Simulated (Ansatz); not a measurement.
## Black phosphorene monolayer in a perpendicular field

Wanted: the out-of-plane response of the black phosphorene monolayer. A positive field points along +c.

Calculated with Ansatz 0.2.0; plane-wave DFT, PBE-D3(BJ), Ansatz PAW.

**1. The starting structure**

The cell holds 4 atoms: 4 P. Cell: a = 4.620 Å, b = 3.300 Å, c = 20.240 Å, α = 90.0°, β = 90.0°, γ = 90.0°. Vacuum lies along c.

**2. Relaxing the slab**

The starting cell is a guess, so the in-plane lattice and the atoms are relaxed first, with the slab cut off from its images along the normal. The program lengthens the vector along the normal by itself, so c and the volume that it reports differ from the typed ones.

Input file input.yaml:

```yaml
crystal:
  lattice:
    - [4.62, 0.0, 0.0]
    - [0.0, 3.3, 0.0]
    - [0.0, 0.0, 20.24]
  atoms:
    - { symbol: P, position: [0.09, 0.0, 0.4446640316] }
    - { symbol: P, position: [0.41, 0.5, 0.4496047431] }
    - { symbol: P, position: [0.91, 0.0, 0.5553359684] }
    - { symbol: P, position: [0.59, 0.5, 0.5503952569] }
  periodic: [true, true, false]
kpoints:
  mp_grid: { grid: [8, 10, 1] }
hamiltonian:
  xc: pbe
  dispersion: d3bj
scf:
  occupations: { method: fermi_dirac, width: 0.05 }
  convergence: { dr2_threshold: 1.0e-09 }
relax:
  f_tol: 0.004
  max_steps: 90
  cell: {}
output:
  write_potential: true
  write_density: true
  volumetric_format: npy
```

On the command line:

```sh
> ansatz run input.yaml --threads 2 --pin off --max-ram 3072MiB --backend cpu --events-out ev --progress --plain --runs-dir out
```

Numbers of over 12 decimals in the logs are rounded to 6 here.

What it wrote:

```text
Warning: crystal.periodic: the lattice vector that does not repeat stood 0.000° off the slab's normal, 20.240 Å along it as the deck builds it. The run solves the slab on a vector along the normal, 28.280 Å long, with every atom where it was (on the deck's vector they left 18.00 Å outside them, and the widest stretch free of ions among them is 2.04 Å). A fractional position that the run reports is one of the run's ce [...]
Warning: relax.cell: scf.convergence.dr2_threshold = 1e-9 eV is looser than the 2.66991328086e-10 eV advised for a relaxation that steers and ends on the stress (1e-10 eV for each atom of the cell: 4, times the square of relax.cell.stress_2d_tol = 0.05 N/m over 12.2 Å (the atoms' height at the walk's start and 5 Å past either face), 4.085e-2 GPa, over a crystal's default 0.05). What an SCF threshold leaves in a stress goes as its square root, and in the free energy as the threshold itself, and one threshold admits the most on a small cell: [figures from the program's tests cut] Set scf.convergence.dr2_threshold to 2.66991328086e-10 eV or tighter. [rest of the remark cut]
crystal.periodic: the lattice vector that does not repeat stood 0.000° off the slab's normal, 20.240 Å along it as the deck builds it. The run solves the slab on a vector along the normal, 28.280 Å long, with every atom where it was (on the deck's vector they left 18.00 Å outside them, and the widest stretch free of ions among them is 2.04 Å). A fractional position that the run reports is one of the run's cell, which [...]
Engine: ansatz 0.2.0, x86_64-unknown-linux-gnu
Pseudopotentials: kind: paw
Pseudopotential: P, paw, valence charge 5, recommended cutoff 420 eV (normal), P.paw.azcp
Functional definition: PBE
  parameter kappa = 0.804
  parameter beta = 0.066725
  exchange = pbe_x(kappa = kappa, mu = beta*pi^2/3)
  correlation = pbe_c(beta = beta)
Crystal: 4 atoms, lattice volume = 431.157 Å³
Basis set: ecut = 420 eV, 8511 PW (Γ), exchange–correlation on 64×48×384 points (8 copies of the dense FFT grid, shifted against one another)
Bands: 14, of which v1, the nominal top of the filled ones, is band 10 counted from 1 (9 counted from 0)
Symmetry: 4 space group operations
Space group: P2/m (ITA 10), of the structure as read, at distance tolerance 7.6e-5 Å
k-points: 30 of 80
Non-local potential: P, projectors of the file, l = 0: 2, l = 1: 2, l = 2: 2
PAW form: soft (Blöchl's): semilocal exchange-correlation on the pseudo side does not see the compensation charge
PAW one-centre angular grid: P, 110 points (default); XC on 64 Gauss nodes
Initial density: superposition of atomic densities (neutral atoms: chi_scale 0, normalization atom), corrected by the library's trained network
Initial wavefunctions: pseudopotential atomic-orbital guess
Functional: x = pbe(κ = 0.804, μ = 0.219515), c = pbe(β = 0.066725)
SCF iter   1: F=—  HF=-3023.497275 eV  |F-HF|=—  |Δ(HF+E_count)|=         —  Δρ=1.14e-3  dr2=8.56e-3  ethr=1.77e-3  ⟨swp⟩=13.0  Hψ=4494  notcnv=0
preconditioner: auto → Resta (q_TF=auto, 1.635 Å⁻¹)  ε∞=1.8  [insulator: Δε(μ)=0.638 eV  Ē_g=8.706 eV  σ=0.050 eV  W_gap=1.00  n_scr=32 (ndim 8)  ℏωp=8.0 eV  f_vac=0.762  D(μ)=0.00/eV (n_scr^D=0)  ε∞_Penn≈1.8  vacuum switching on, ρ_ref=5.5e-3 e/Å³]
SCF iter   2: F=—  HF=-3023.495575 eV  |F-HF|=—  |Δ(HF+E_count)|=   1.70e-3  Δρ=4.93e-4  dr2=7.98e-4  ethr=4.28e-5  ⟨swp⟩=3.5  Hψ=1270  notcnv=0
SCF iter   3: F=—  HF=-3023.495665 eV  |F-HF|=—  |Δ(HF+E_count)|=   9.03e-5  Δρ=1.98e-4  dr2=1.33e-4  ethr=3.99e-6  ⟨swp⟩=2.8  Hψ=787  notcnv=0
SCF iter   4: F=—  HF=-3023.495736 eV  |F-HF|=—  |Δ(HF+E_count)|=   7.08e-5  Δρ=3.91e-5  dr2=6.45e-6  ethr=6.64e-7  ⟨swp⟩=2.8  Hψ=869  notcnv=0
SCF iter   5: F=—  HF=-3023.495734 eV  |F-HF|=—  |Δ(HF+E_count)|=   1.55e-6  Δρ=9.45e-6  dr2=3.87e-7  ethr=3.22e-8  ⟨swp⟩=2.6  Hψ=837  notcnv=0
SCF iter   6: F=—  HF=-3023.495789 eV  |F-HF|=—  |Δ(HF+E_count)|=   5.50e-5  Δρ=4.29e-6  dr2=1.92e-7  ethr=1.94e-9  ⟨swp⟩=3.0  Hψ=866  notcnv=0
SCF iter   7: F=—  HF=-3023.495789 eV  |F-HF|=—  |Δ(HF+E_count)|=   9.89e-9  Δρ=5.93e-7  dr2=1.10e-9  ethr=9.59e-10  ⟨swp⟩=2.7  Hψ=730  notcnv=0
SCF iter   8: F=-3023.495789 eV  HF=-3023.495789 eV  |F-HF|=3.46e-10  |Δ(HF+E_count)|=   3.79e-9  Δρ=1.36e-7  dr2=5.01e-11  ethr=5.00e-12  ⟨swp⟩=12.2  Hψ=3746  notcnv=0
SCF 1 converged in 8 iterations: F = -3023.495789 eV  dr2 = 5.01e-11
  greatest PAW one-centre occupation: 0.815 electrons in one spin orbital (limit 2), on the P atom at site 2 (counted from 0), in its partial waves of l = 0
relax step   1: F+E_penalty+E_count = -3023.49578941 eV  Δ(F+E_penalty+E_count) = +0.000e0 eV  max|allowed force component| = 1.090e0 eV/Å  Δτ_max = 0.0000 Å  P = -0.959 N/m  Ω = 431.157 Å³  fix = [c, alpha, beta]  reactions: c +0.000 N/m; beta +0.000 N/m/rad  (8 SCF iters, accepted)
Crystal: 4 atoms, lattice volume = 423.956 Å³
Basis set: ecut = 420 eV, 8375 PW (Γ), exchange–correlation on 64×48×384 points (8 copies of the dense FFT grid, shifted against one another)
Initial density: handed on by an earlier stage of this run
Initial wavefunctions: those handed on with the density
iter 1 solved again at ethr=3.79e-4 eV; its pass at ethr=3.10e-3 eV (dr2=7.59e-2 eV) is discarded
SCF iter   1: F=—  HF=-3023.558769 eV  |F-HF|=—  |Δ(HF+E_count)|=         —  Δρ=3.98e-3  dr2=7.69e-2  ethr=3.79e-4  ⟨swp⟩=2.1  Hψ=5085  notcnv=0
preconditioner: auto → Resta (q_TF=auto, 1.640 Å⁻¹)  ε∞=1.8  [insulator: Δε(μ)=0.741 eV  Ē_g=8.789 eV  σ=0.050 eV  W_gap=1.00  n_scr=32 (ndim 8)  ℏωp=8.1 eV  f_vac=0.759  D(μ)=0.00/eV (n_scr^D=0)  ε∞_Penn≈1.8  vacuum switching on, ρ_ref=5.6e-3 e/Å³]
SCF iter   2: F=—  HF=-3023.536115 eV  |F-HF|=—  |Δ(HF+E_count)|=   2.27e-2  Δρ=1.85e-3  dr2=1.16e-2  ethr=3.79e-4  ⟨swp⟩=2.8  Hψ=800  notcnv=0
SCF iter   3: F=—  HF=-3023.534459 eV  |F-HF|=—  |Δ(HF+E_count)|=   1.66e-3  Δρ=5.49e-4  dr2=1.85e-3  ethr=5.79e-5  ⟨swp⟩=2.9  Hψ=926  notcnv=0
SCF iter   4: F=—  HF=-3023.534163 eV  |F-HF|=—  |Δ(HF+E_count)|=   2.96e-4  Δρ=1.92e-4  dr2=1.06e-4  ethr=9.25e-6  ⟨swp⟩=2.8  Hψ=740  notcnv=0
SCF iter   5: F=—  HF=-3023.534190 eV  |F-HF|=—  |Δ(HF+E_count)|=   2.67e-5  Δρ=2.53e-5  dr2=2.56e-6  ethr=5.32e-7  ⟨swp⟩=2.7  Hψ=855  notcnv=0
SCF iter   6: F=—  HF=-3023.534194 eV  |F-HF|=—  |Δ(HF+E_count)|=   4.17e-6  Δρ=6.34e-6  dr2=4.42e-7  ethr=1.28e-8  ⟨swp⟩=3.3  Hψ=917  notcnv=0
SCF iter   7: F=—  HF=-3023.534248 eV  |F-HF|=—  |Δ(HF+E_count)|=   5.39e-5  Δρ=1.71e-6  dr2=1.66e-8  ethr=2.21e-9  ⟨swp⟩=2.6  Hψ=714  notcnv=0
[...]
SCF iter   7: F=—  HF=-3023.613534 eV  |F-HF|=—  |Δ(HF+E_count)|=   2.53e-8  Δρ=1.38e-6  dr2=6.41e-9  ethr=1.19e-9  ⟨swp⟩=2.8  Hψ=794  notcnv=0
SCF iter   8: F=-3023.613534 eV  HF=-3023.613534 eV  |F-HF|=7.28e-11  |Δ(HF+E_count)|=   7.34e-9  Δρ=2.30e-7  dr2=3.11e-10  ethr=5.00e-12  ⟨swp⟩=12.4  Hψ=3660  notcnv=0
SCF 3 converged in 8 iterations: F = -3023.613534 eV  dr2 = 3.11e-10
  greatest PAW one-centre occupation: 0.810 electrons in one spin orbital (limit 2), on the P atom at site 2 (counted from 0), in its partial waves of l = 0
relax step   3: F+E_penalty+E_count = -3023.61353391 eV  Δ(F+E_penalty+E_count) = -7.929e-2 eV  max|allowed force component| = 1.314e-1 eV/Å  Δτ_max = 0.0692 Å  P = -0.016 N/m  Ω = 421.205 Å³  energy of the carried Pulay correction = +2.353e-4 eV  fix = [c, alpha, beta]  reactions: c +0.000 N/m; beta +0.000 N/m/rad  (8 SCF iters, accepted)
[...]
relax step   4: F+E_penalty+E_count = -3023.62009195 eV  Δ(F+E_penalty+E_count) = -6.558e-3 eV  max|allowed force component| = 9.649e-2 eV/Å  Δτ_max = 0.0191 Å  P = +0.090 N/m  Ω = 415.992 Å³  energy of the carried Pulay correction = +3.607e-4 eV  fix = [c, alpha, beta]  reactions: c +0.000 N/m; beta +0.000 N/m/rad  (7 SCF iters, accepted)
[...]
relax step   5: F+E_penalty+E_count = -3023.60339450 eV  Δ(F+E_penalty+E_count) = +1.670e-2 eV  max|allowed force component| = 3.109e-1 eV/Å  Δτ_max = 0.0449 Å  P = -0.155 N/m  Ω = 415.709 Å³  energy of the carried Pulay correction = +3.676e-4 eV  fix = [c, alpha, beta]  (8 SCF iters, rejected (line search))
[...]
relax step   6: F+E_penalty+E_count = -3023.62255678 eV  Δ(F+E_penalty+E_count) = -2.465e-3 eV  max|allowed force component| = 3.394e-2 eV/Å  Δτ_max = 0.0141 Å  P = +0.014 N/m  Ω = 414.735 Å³  energy of the carried Pulay correction = +3.912e-4 eV  fix = [c, alpha, beta]  reactions: c +0.000 N/m; beta +0.000 N/m/rad  (8 SCF iters, accepted)
[...]
relax step   7: F+E_penalty+E_count = -3023.62282307 eV  Δ(F+E_penalty+E_count) = -2.663e-4 eV  max|allowed force component| = 1.021e-2 eV/Å  Δτ_max = 0.0037 Å  P = -0.006 N/m  Ω = 414.014 Å³  energy of the carried Pulay correction = +4.087e-4 eV  fix = [c, alpha, beta]  reactions: c +0.000 N/m; beta -0.000 N/m/rad  (6 SCF iters, accepted)
[...]
relax step   8: F+E_penalty+E_count = -3023.62283885 eV  Δ(F+E_penalty+E_count) = -1.577e-5 eV  max|allowed force component| = 1.033e-4 eV/Å  Δτ_max = 0.0007 Å  P = -0.002 N/m  Ω = 413.954 Å³  energy of the carried Pulay correction = +4.102e-4 eV  fix = [c, alpha, beta]  reactions: c +0.000 N/m; beta +0.000 N/m/rad  (4 SCF iters, accepted)
Basis set: ecut = 420 eV, 8143 PW (Γ), exchange–correlation on 60×48×384 points (8 copies of the dense FFT grid, shifted against one another)
Initial wavefunctions: pseudopotential atomic-orbital guess (no wavefunctions were taken with the density)
iter 1 solved again at ethr=8.53e-7 eV; its pass at ethr=3.10e-3 eV (dr2=1.71e-4 eV) is discarded
SCF iter   1: F=—  HF=-3023.622555 eV  |F-HF|=—  |Δ(HF+E_count)|=         —  Δρ=1.14e-5  dr2=5.50e-8  ethr=8.53e-7  ⟨swp⟩=5.0  Hψ=6309  notcnv=0
eigensolver tolerance schedule: the retry pair's looser diagonalisation over-reported the residual by 3099.73 of it (diagonalisation noise at 5.82 of the residual, at the tolerance the schedule requests for it); recorded, not acted on — ethr = c·dr2/N_el stays at c = 1.0e-1
preconditioner: auto → Resta (q_TF=auto, 1.647 Å⁻¹)  ε∞=1.9  [insulator: Δε(μ)=0.731 eV  Ē_g=8.853 eV  σ=0.050 eV  W_gap=1.00  n_scr=28 (ndim 8)  ℏωp=8.2 eV  f_vac=0.759  D(μ)=0.00/eV (n_scr^D=0)  ε∞_Penn≈1.9  vacuum switching on, ρ_ref=5.7e-3 e/Å³]
SCF iter   2: F=—  HF=-3023.622593 eV  |F-HF|=—  |Δ(HF+E_count)|=   3.78e-5  Δρ=5.91e-6  dr2=1.71e-8  ethr=2.75e-10  ⟨swp⟩=5.1  Hψ=1501  notcnv=0
SCF iter   3: F=—  HF=-3023.622593 eV  |F-HF|=—  |Δ(HF+E_count)|=   1.31e-7  Δρ=1.88e-6  dr2=3.19e-9  ethr=8.55e-11  ⟨swp⟩=2.4  Hψ=783  notcnv=0
SCF iter   4: F=-3023.622593 eV  HF=-3023.622593 eV  |F-HF|=5.50e-11  |Δ(HF+E_count)|=   1.45e-8  Δρ=1.91e-7  dr2=1.88e-10  ethr=5.00e-12  ⟨swp⟩=15.0  Hψ=4099  notcnv=0
SCF 9 converged in 4 iterations: F = -3023.622593 eV  dr2 = 1.88e-10
relax step   9: F+E_penalty+E_count = -3023.62259287 eV  Δ(F+E_penalty+E_count) = +2.460e-4 eV  max|allowed force component| = 4.952e-5 eV/Å  Δτ_max = 0.0000 Å  P = -0.006 N/m  Ω = 413.954 Å³  fix = [c, alpha, beta]  reactions: c +0.000 N/m; beta +0.000 N/m/rad  stress off target by 7.65e-3 N/m on what of the cell is left free  SCF on the basis re-selected at this cell (its energy is not comparable with the rows above)  (4 SCF iters)
basis re-selected at this cell: Δ(F+E_penalty+E_count) = +2.460e-4 eV, ΔP = -0.004 N/m vs the last step (what re-selecting the basis moved, of the pressure what is left beyond the Pulay correction that the steps carried, after the strain that the cell walked since its last selection, with what the two solves' SCF thresholds leave and, on support functions, any second-order correction that the steps lacked; it is no measure of the basis error at this ecutwfc). The dense FFT grid was sized anew with the basis: this SCF ran on 30×24×192 points, the steps before it on 32×24×192, so part of this shift can come from that change (see relax.cell in the input reference). [rest of the remark cut]
SCF converged after 4 iterations
Free energy (F): -3023.622593 eV
Harris-Foulkes:  -3023.622593 eV  (|F-HF|=5.50e-11)
Internal energy: -3023.622569 eV  (E = F + TS)
E sigma→0 (E₀):  -3023.622581 eV
Entropy (-TS):   -0.000024 eV (-0.006 meV/atom)
Fermi energy:    -4.540300 eV
--- Per-component energies (eV) ---
  E_band       = -222.653309
  E_kinetic    = 280.066764
  E_local      = -14307.455531  (includes V_loc(G=0)·N_el)
  E_nonlocal   = 135.742278
  E_hartree    = 6970.322564
  E_xc         = -244.869839
  E_vxc        = -241.515150  (∫ρ·V_xc dr)
  E_paw        = -2277.348286  (= ΣΔE_a)
  E_vpaw       = -30.137336  (= ΣTr[D̂ρ^β])
  E_aug_tail   = 0.000013  (compensation charges beyond the density's cutoff)
  E_ewald      = 6420.908277
  E_disp       = -0.988810  (pairwise vdW)
  E_smearing   = -0.000024  (= −TS)
  E_closure    = 0.000000  (closes the sum)
  Σ components = -3023.622593   (vs F -3023.622593, Δ=0.00e0)
--- Forces (eV/Å), atoms counted from 1 ---
  atom   1  P      0.00004952    -0.00000000    -0.00000727
  atom   2  P      0.00003135     0.00000000     0.00002659
  atom   3  P     -0.00004952     0.00000000     0.00000727
  atom   4  P     -0.00003135    -0.00000000    -0.00002659
  max |Σ_I F_I| component: 6.78e-21 eV/Å
--- 2D stress c σ (N/m, compression-positive) ---
       -0.007653      -0.000000      -0.000000
       -0.000000      -0.004591      -0.000000
       -0.000000      -0.000000      -0.000000
  P = ½ c Tr σ = -0.0061 N/m
--- Band table (eV; the first three rows and the last of 30) ---
  k-point 0: bands = [... 6 lower, -8.3938, -6.7941, -6.7003, -4.9215, -4.1902, -3.3693, -2.2197, -1.4786]
  k-point 1: bands = [... 6 lower, -9.0106, -7.3104, -6.7350, -4.9457, -4.0751, -2.4157, -2.1289, -1.3383]
  k-point 2: bands = [... 6 lower, -9.1988, -7.8870, -6.6221, -5.1731, -3.7350, -3.2429, -0.9927, -0.6989]
  k-point 29: bands = [... 6 lower, -9.7797, -9.7796, -6.2228, -6.2227, -2.5265, -2.5264, -0.6826, -0.6826]
  the weakly bound empty levels are not read free of the cell's end (no_gap_told)
--- Relaxed structure (8 steps of the walk, 7 accepted, 1 SCFs on fresh bases) ---
  F+E_penalty+E_count = -3023.62259287 eV   max|allowed force component| = 4.952e-5 eV/Å   (the final SCF, on the basis selected at the relaxed cell)
  cell:  # Å, volume = 413.9539 Å³
    - [4.441733, 0.0, 0]
    - [0.0, 3.295491, 0.0]
    - [0, 0.0, 28.280000001664]
  atoms:
    - { symbol: P, position: [0.082580, 0.0, 0.320316] }
    - { symbol: P, position: [0.417417, 0.500000, 0.320316] }
    - { symbol: P, position: [0.917420, 0.0, 0.395384] }
    - { symbol: P, position: [0.582583, 0.500000, 0.395384] }
```

Run time: 2.7 min. Hardware: 2 threads of AMD EPYC 7R43, shared host; peak memory 0.66 GiB; 5.2 min of CPU time.

Step by step:

```
step  energy less that of the first step (eV)  largest force component (eV/Å)  volume (Å³)
   1                                   0.0000                          1.0899       431.16
   2                                  -0.0385                          0.4778       423.96
   3                                  -0.1177                          0.1314       421.20
   4                                  -0.1243                          0.0965       415.99
   5                                  -0.1076                          0.3109       415.71
   6                                  -0.1268                          0.0339       414.74
   7                                  -0.1270                          0.0102       414.01
   8                                  -0.1271                          0.0001       413.95
  9*                                  -0.1268                          0.0001       413.95
```

Relaxation steps marked * repeat the geometry before them on a plane-wave basis chosen anew for their cell, so energy and pressure can jump there. Relaxation step 5 was tried and not accepted.

The run keeps the 4 symmetry operations that it works with, so distortions that break them were not tested.

```
cell as run  before  after  change
      a (Å)   4.620  4.442  -3.9 %
      b (Å)   3.300  3.295  -0.1 %
```

The atoms that moved most (Å, along periodic axes as changes of fractional coordinates times the final cell, across vacuum about the mean position):

```
atom      dx     dy      dz  length
  P1  -0.033  0.000   0.059   0.067
  P3   0.033  0.000  -0.059   0.067
  P2   0.033  0.000  -0.041   0.053
  P4  -0.033  0.000   0.041   0.053
```

Final coordinates:

```cif
data_structure
_symmetry_space_group_name_H-M 'P 1'
_symmetry_Int_Tables_number 1
_cell_length_a 4.4417
_cell_length_b 3.2955
_cell_length_c 28.2800
_cell_angle_alpha 90.000
_cell_angle_beta 90.000
_cell_angle_gamma 90.000
_cell_volume 413.95
loop_
_atom_site_label
_atom_site_type_symbol
_atom_site_fract_x
_atom_site_fract_y
_atom_site_fract_z
_atom_site_occupancy
P1 P 0.08258 0.00000 0.32032 1
P2 P 0.41742 0.50000 0.32032 1
P3 P 0.91742 0.00000 0.39538 1
P4 P 0.58258 0.50000 0.39538 1
```

The lattice constant a goes from 4.620 to 4.442 Å.

(Continued in part 2 of 4.)

[Logs are printed without paths, hosts, clocks, repeated set-up lines and the standing remarks that a program may print on its own settings, such as how far it seeks lower states.]

[Hosts, paths, dates, database ids (printed as entryN), source tags and the programs' standing remarks are cut or masked in the printed files.]

[Maps of the electrostatic potential energy from Ansatz leave out the sawtooth potential of an applied field or a dipole correction, so their vacuum need not be flat; planar profiles and work functions include it.]
